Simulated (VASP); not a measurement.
Set up this calculation in VASP 6.6.1, as the native input.

* Task: relaxation of cell and atoms
* Functional: LDA
* Potentials or basis: VASP PAW LDA potentials, release 64 (W_sv)
* Cutoff: 600 eV
* k mesh: 12 × 12 × 12
* Occupations: fermi-dirac, width 0.05 eV
* Spin: no spin polarisation
* Further INCAR settings: ALGO = Normal; EDIFF = 1e-06; IBRION = 2; EDIFFG = -0.005; NSW = 40; ISIF = 3

The structure of W lies in POSCAR:

```
W
1.0
   -1.5823450000      1.5823450000      1.5823450000
    1.5823450000     -1.5823450000      1.5823450000
    1.5823450000      1.5823450000     -1.5823450000
W
1
Direct
    0.0000000000      0.0000000000      0.0000000000
```

The input as run:

INCAR

```
  PREC = Accurate
  ENCUT = 600
  EDIFF = 1E-6
  ISMEAR = -1
  SIGMA = 0.05
  LREAL = F
  LASPH = T
  NELM = 80
  ALGO = Normal
  ISIF = 3
  LWAVE = F
  LCHARG = F
  IBRION = 2
  NSW = 40
  EDIFFG = -0.005
```

KPOINTS

```
regular mesh
0
Gamma
  12 12 12
```

Potentials or basis: VASP PAW LDA potentials, release 64 (W_sv).

Command:

```sh
$ cat potpaw_LDA.64/W_sv/POTCAR > POTCAR
$ mpirun -np 1 vasp_std > vasp.out
```

It gave:

- Relaxed volume: 15.49 Å³/atom
- Relaxed cell: a = 2.720 Å, b = 2.720 Å, c = 2.720 Å, α = 109.47°, β = 109.47°, γ = 109.47°
- Space group after relaxing (to 0.05 Å): Im-3m (No. 229)
- Energy gained by relaxing: 8.2 meV/atom
- Ionic steps: 4
- Pressure after relaxing: 0.0 GPa
- Band gap on the k mesh: none (metal or under the smearing width)

It took 17 s on 1 thread of Intel(R) Xeon(R) Platinum 8488C (Sapphire Rapids), with other jobs on the host, peak memory 0.14 GiB.
